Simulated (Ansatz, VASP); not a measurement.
One calculation of W, two programs

```
W
1.0
    -1.58234    1.58234    1.58234
     1.58234   -1.58234    1.58234
     1.58234    1.58234   -1.58234
W
1
Direct
  0.00000 0.00000 0.00000
```

Alike in both runs: functional RPBE; k mesh 7 × 7 × 7; occupations fermi-dirac, width 0.05 eV; no spin polarisation.

```csv
,VASP,Ansatz
version,VASP 6.6.1,Ansatz 0.2.0
potentials or method,"VASP PAW PBE potentials, release 64 (W_sv)",Ansatz PAW
plane-wave cutoff (eV),520,420
valence electrons in the cell,14,14
task,single point,projected density of states
```

```tsv
	VASP	Ansatz	Ansatz less VASP
gap on the k mesh at the Fermi level (eV)	none	none	-
pressure (GPa)	11.2	10.6	-0.60
```

A gap of «none» marks a metal or a gap that the smearing closes. With one functional, cell and mesh, what is left measures potentials, basis and numerics.

Caveats: the k mesh is coarse (spacing up to 0.40 Å⁻¹), so the values aren't converged; the PAW data sets were made with another functional, which shifts forces and pressure a little (VASP); the PAW data sets come from PBE, with cores solved anew for the run's functional, which leaves a small shift of forces and pressure (Ansatz); the density of states is complete only up to the lowest level of the last band computed (Ansatz). The runs have no spin-orbit coupling, so splittings on W are missing.
